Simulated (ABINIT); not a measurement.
Input of an ABINIT 10.8.3 (patched build) run:

run.abi

```
ndtset 2

pp_dirpath "./"
pseudos "40_Zr_12_2.0_2.5_pbe_n_v1.0.psp8, 34_Se_16_1.9_2.1_pbe_n_v1.0.psp8"

acell 3.798 3.798 6.192 Angstrom
rprim
     1.0000000000     0.0000000000     0.0000000000
    -0.5000000000     0.8660254038     0.0000000000
     0.0000000000     0.0000000000     1.0000000000
ntypat 2
znucl 40 34
natom 3
typat 1 2 2
xred
     0.0000000000     0.0000000000     0.0000000000
     0.6666666667     0.3333333333     0.7500000000
     0.3333333333     0.6666666667     0.2500000000

ecut 34.0

ixc 11

occopt 3
tsmear 0.05 eV

nstep 100

iomode 3
prtwf 0
prteig 0
prtebands 0
enunit 1
prtden1 1

kptopt1 1
ngkpt1 6 6 4
nshiftk1 1
shiftk1 0.0 0.0 0.0
nband1 27
tolvrs1 1.0e-10

iscf2 -2
getden2 1
nband2 33
nbdbuf2 4
tolwfr2 1.0e-11
kptopt2 -7
ndivsm2 5
prteig2 1
prtvol2 -3
kptbounds2
     0.0000000000     0.0000000000     0.0000000000
     0.5000000000     0.0000000000     0.0000000000
     0.3333333333     0.3333333333     0.0000000000
     0.0000000000     0.0000000000     0.0000000000
     0.0000000000     0.0000000000     0.5000000000
     0.5000000000     0.0000000000     0.5000000000
     0.3333333333     0.3333333333     0.5000000000
     0.0000000000     0.0000000000     0.5000000000
```

Potentials or basis: SPMS NC PBE v1.0.

Run with:

```bash
$ abinit run.abi > log 2>&1
```

(1) Predict the band gap along the path.

(2) Estimate the band gap on the k mesh.

(3) What does it give for the pressure?

Answers

(1) 0.35 eV, indirect (least direct gap 1.03 eV).

(2) 0.35 eV, indirect (least direct gap 1.03 eV).

(3) 2.2 GPa.

Caveat: this functional lacks dispersion, which binds the layers, so the pressure and a relaxed spacing across them are unreliable.

**Experimental background.**

From “Stress-Tuned Optical Transitions in Layered 1T-MX2 (M= Hf, Zr, Sn; X= S, Se) Crystals”, 2022, arxiv:2210.12074, for a bulk crystal of ZrSe2: band gap 1.2 eV (indirect).

Measured gap of ZrSe2: 1.2 eV (indirect; quoted in “Stress-Tuned Optical Transitions in Layered 1T-MX2 (M= Hf, Zr, Sn; X= S, Se) Crystals”, 2022, arxiv:2210.12074). This calculation gives 0.35 eV (-0.85 eV). Spin-orbit coupling on Se, Zr is left out. The value is that of PBE, without temperature or zero-point motion. Semilocal functionals fall short of measured gaps as a rule.
